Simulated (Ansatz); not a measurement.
Geometry optimisation in Ansatz: input, command and trajectory.

```yaml
crystal:
  lattice:
    - [-3.0836187677, -3.0836187677, 3.0836187677]
    - [-3.0836187677, 3.0836187677, -3.0836187677]
    - [3.0836187677, -3.0836187677, -3.0836187677]
  atoms:
    - { symbol: Pd, position: [0.5, 0.5, 0.5] }
    - { symbol: Pd, position: [0.0, 0.5, 0.5] }
    - { symbol: Pd, position: [0.5, 0.0, 0.5] }
    - { symbol: Pd, position: [0.0, 0.0, 0.5] }
    - { symbol: Pd, position: [0.5, 0.5, 0.0] }
    - { symbol: Pd, position: [0.0, 0.5, 0.0] }
    - { symbol: Pd, position: [0.5, 0.0, 0.0] }
    - { symbol: Pd, position: [0.0, 0.0, 0.0] }
basis:
  ecutwfc: 420
kpoints:
  mp_grid: { grid: [8, 8, 8] }
hamiltonian:
  xc: pbesol
scf:
  occupations: { method: gaussian, width: 0.1 }
output:
  forces: true
  stress: true
  eigenvalues: true
relax:
  adjacent_minimum: "off"
  f_tol: 0.015
  max_steps: 60
  cell: { stress_tol: 0.15 }
```

```bash
ansatz run input.yaml --threads 1 --pin off --max-ram 2560MiB --backend cpu --events-out ev --progress --plain --runs-dir out
```

These are results of Ansatz 0.2.0, DFT PBEsol, scalar-relativistic, plane waves, PAW, not measurements.

Of 4 frames 3 are shown, positions in Å and forces in eV/Å; the SCF threshold varies from step to step. Steps run on the plane waves of an earlier cell, with a Pulay correction in the pressure. The basis is chosen afresh for the last frame, the zero of the energies, and at times for earlier ones too; energy and pressure step there, also at an unchanged geometry.

```xyz
8
Lattice="-3.0836 -3.0836 3.0836 -3.0836 3.0836 -3.0836 3.0836 -3.0836 -3.0836" Properties=species:S:1:pos:R:3:forces:R:3 pbc="T T T" step=1 free_energy_over_end_meV_per_atom=0.01 pressure_GPa=0.26
Pd   -1.5418   -1.5418   -1.5418    0.0000    0.0000    0.0000
Pd    0.0000    0.0000   -3.0836    0.0000    0.0000    0.0000
Pd    0.0000   -3.0836    0.0000    0.0000    0.0000    0.0000
Pd    1.5418   -1.5418   -1.5418    0.0000    0.0000    0.0000
Pd   -3.0836    0.0000    0.0000    0.0000    0.0000    0.0000
Pd   -1.5418    1.5418   -1.5418    0.0000    0.0000    0.0000
Pd   -1.5418   -1.5418    1.5418    0.0000    0.0000    0.0000
Pd    0.0000    0.0000    0.0000    0.0000    0.0000    0.0000
8
Lattice="-3.0861 -3.0861 3.0861 -3.0861 3.0861 -3.0861 3.0861 -3.0861 -3.0861" Properties=species:S:1:pos:R:3:forces:R:3 pbc="T T T" step=2 free_energy_over_end_meV_per_atom=0.02 pressure_GPa=-0.22
Pd   -1.5430   -1.5430   -1.5430    0.0000    0.0000    0.0000
Pd    0.0000    0.0000   -3.0861    0.0000    0.0000    0.0000
Pd    0.0000   -3.0861    0.0000    0.0000    0.0000    0.0000
Pd    1.5430   -1.5430   -1.5430    0.0000    0.0000    0.0000
Pd   -3.0861    0.0000    0.0000    0.0000    0.0000    0.0000
Pd   -1.5430    1.5430   -1.5430    0.0000    0.0000    0.0000
Pd   -1.5430   -1.5430    1.5430    0.0000    0.0000    0.0000
Pd    0.0000    0.0000    0.0000    0.0000    0.0000    0.0000
8
Lattice="-3.0849 -3.0849 3.0849 -3.0849 3.0849 -3.0849 3.0849 -3.0849 -3.0849" Properties=species:S:1:pos:R:3:forces:R:3 pbc="T T T" step=4 free_energy_over_end_meV_per_atom=0.00 pressure_GPa=0.00
Pd   -1.5425   -1.5425   -1.5425    0.0000    0.0000    0.0000
Pd    0.0000    0.0000   -3.0849    0.0000    0.0000    0.0000
Pd    0.0000   -3.0849    0.0000    0.0000    0.0000    0.0000
Pd    1.5425   -1.5425   -1.5425    0.0000    0.0000    0.0000
Pd   -3.0849    0.0000    0.0000    0.0000    0.0000    0.0000
Pd   -1.5425    1.5425   -1.5425    0.0000    0.0000    0.0000
Pd   -1.5425   -1.5425    1.5425    0.0000    0.0000    0.0000
Pd    0.0000    0.0000    0.0000    0.0000    0.0000    0.0000
```

The run took 34 s on 1 thread of Intel(R) Xeon(R) 6975P-C (Granite Rapids), on a shared host, peak memory 0.57 GiB.